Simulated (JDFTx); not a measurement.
Crystal: P.

```
CELL_PARAMETERS angstrom
1.64774 -5.46504 0.00000
1.64774 5.46504 0.00000
0.00000 0.00000 4.54364
ATOMIC_POSITIONS crystal
P 0.90414 0.09586 0.58882
P 0.09586 0.90414 0.41118
P 0.59586 0.40414 0.08882
P 0.40414 0.59586 0.91118
```

Base run:

- Program: JDFTx 1.7.0 (patched build)
- Functional: LDA
- Potentials or basis: PseudoDojo-SR-LDA-0.4.1-standard with smoothed tails
- Cutoff: 653 eV
- Density cutoff: 5225 eV
- k mesh: 8 × 8 × 6
- Occupations: fermi-dirac, width 0.05 eV
- Spin: no spin polarisation

Its results: band gap on the k mesh 0.02 eV, direct; pressure -2.3 GPa; largest force 0.174 eV/Å.

Q: The run is repeated on the same cell with these changes: functional from LDA to PBEsol; potentials or basis from PseudoDojo-SR-LDA-0.4.1-standard with smoothed tails to PseudoDojo-SR-PBEsol-0.4.1-standard with smoothed tails; cutoff from 653 eV to 599 eV; density cutoff from 5225 eV to 4789 eV. What comes out?

A: Band gap on the k mesh 0.01 eV, direct; pressure -0.6 GPa; largest force 0.297 eV/Å.

Caveats: the empty levels aren't tightly converged.

A k mesh can miss the band edges.
